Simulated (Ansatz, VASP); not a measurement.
# One calculation of AlN, two programs

```
CELL_PARAMETERS angstrom
0.00000 1.99435 1.99435
1.99435 0.00000 1.99435
1.99435 1.99435 0.00000
ATOMIC_POSITIONS crystal
Al 0.00000 0.00000 0.00000
N 0.50000 0.50000 0.50000
```

Change from the starting cell: volume scaled by 1.025, PAW files.

Alike in both runs: task electric field gradients; functional LDA; k mesh 10 × 10 × 10; occupations fermi-dirac, width 0.02 eV; no spin polarisation.

|  | VASP | Ansatz |
| --- | --- | --- |
| version | VASP 6.6.1 | Ansatz 0.2.0 |
| potentials or method | VASP PAW LDA potentials, release 64 (Al, N) | PAW with Ansatz's default frozen-core files, scalar-relativistic |
| plane-wave cutoff (eV) | 520 | 420 |
| valence electrons in the cell | 8 | 8 |

```csv
,VASP,Ansatz,Ansatz less VASP
gap on the k mesh at the Fermi level (eV),4.86,4.87,+0.014
pressure (GPa),5.5,4.8,-0.71
Vzz of the field gradient on the site that differs most (V/Å²),0.0,0.0,0.00
```

A k mesh can miss the band edges.
